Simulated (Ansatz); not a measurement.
Crystal: CdTe.

```xyz
2
Lattice="0.0000 3.2050 3.2050 3.2050 0.0000 3.2050 3.2050 3.2050 0.0000" Properties=species:S:1:pos:R:3 pbc="T T T"
Te    4.8075    4.8075    4.8075
Cd    0.0000    0.0000    0.0000
```

- Program: Ansatz 0.2.0
- Task: relaxation of cell and atoms
- Functional: PBE
- Dispersion: D3(BJ)
- Potentials or basis: all-electron LAPW, scalar-relativistic
- Basis error allowed: 0.001 eV/atom
- k mesh: 7 × 7 × 7
- Occupations: fermi-dirac, width 0.05 eV
- Spin: no spin polarisation

At the start: volume 32.92 Å³/atom.

**Question.** Where does the relaxation end?

**Answer.** Over 5 steps the energy falls by 11.3 meV/atom and the volume is 34.60 Å³/atom (+5.1 %); space group F-43m (No. 216, to 0.05 Å).

Step by step:
```
step  energy change (eV)  largest force (eV/Å)  volume (Å³)
   1              0.0000                0.0000        65.84
   2             -0.0159                0.0000        71.18
   3             -0.0225                0.0000        69.39
   4             -0.0225                0.0000        69.20
   5             -0.0225                0.0000        69.20
```

Final structure:
```cif
data_structure
_symmetry_space_group_name_H-M 'P 1'
_symmetry_Int_Tables_number 1
_cell_length_a 4.6083
_cell_length_b 4.6083
_cell_length_c 4.6083
_cell_angle_alpha 60.000
_cell_angle_beta 60.000
_cell_angle_gamma 60.000
_cell_volume 69.20
loop_
_atom_site_label
_atom_site_type_symbol
_atom_site_fract_x
_atom_site_fract_y
_atom_site_fract_z
_atom_site_occupancy
Te1 Te 0.75000 0.75000 0.75000 1
Cd1 Cd 0.00000 0.00000 0.00000 1
```
